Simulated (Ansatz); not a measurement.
## MnSb, one cell by several methods

```yaml
crystal:
  lattice:
    - [0.00000, 2.78582, 2.78582]
    - [2.78582, 0.00000, 2.78582]
    - [2.78582, 2.78582, 0.00000]
  atoms:
    - { symbol: Mn, position: [0.00000, 0.00000, 0.00000] }
    - { symbol: Sb, position: [0.50000, 0.50000, 0.50000] }
```

Atoms are numbered in the order listed.

The cell was built from the rocksalt type and relaxed in the same program, and has space group Fm-3m; it needn't be a known or the stable phase.

The magnetic state is the one reached from the start moments; no search over orders was made, so it needn't be the ground state.

No spin–orbit coupling, which matters for the heavy atoms here.

Levels of theory: DFT, LDA, PAW with Ansatz's default frozen-core files, scalar-relativistic (Ansatz 0.2.0); DFT, LDA, all-electron LAPW, scalar-relativistic (Ansatz 0.2.0).

For PAW: a Γ-centred 11×11×11 k mesh, Fermi–Dirac smearing of 0.03 eV, cutoff 420 eV, spin-polarised from start moments Mn1 4 μB; the PAW files were made with PBE, and the program remakes their frozen cores for this functional. LAPW targets a basis error of 1 meV/atom. The Ansatz runs share mesh, smearing and spin set-up. Plane-wave (PAW) pressures include the program's estimate of the Pulay term.

Stress and pressure are positive in compression.

Levels count from the Fermi level.

| quantity | PAW | LAPW |
| --- | --- | --- |
| pressure (GPa) | -6.98 | -6.97 |
| moment of the cell (μB) | 3.735 | 3.734 |
| highest filled spin-up level at Γ (eV) | -2.612 | -2.610 |
| lowest empty spin-up level at Γ (eV) | 1.288 | 1.287 |
| highest filled spin-up level at L (eV) | -2.076 | -2.076 |
| lowest empty spin-up level at L (eV) | 2.807 | 2.809 |
| highest filled spin-up level at X (eV) | -1.496 | -1.497 |
| lowest empty spin-up level at X (eV) | 1.035 | 1.038 |

PAW's pressure differs from the LAPW value by about 0.01 GPa or less.
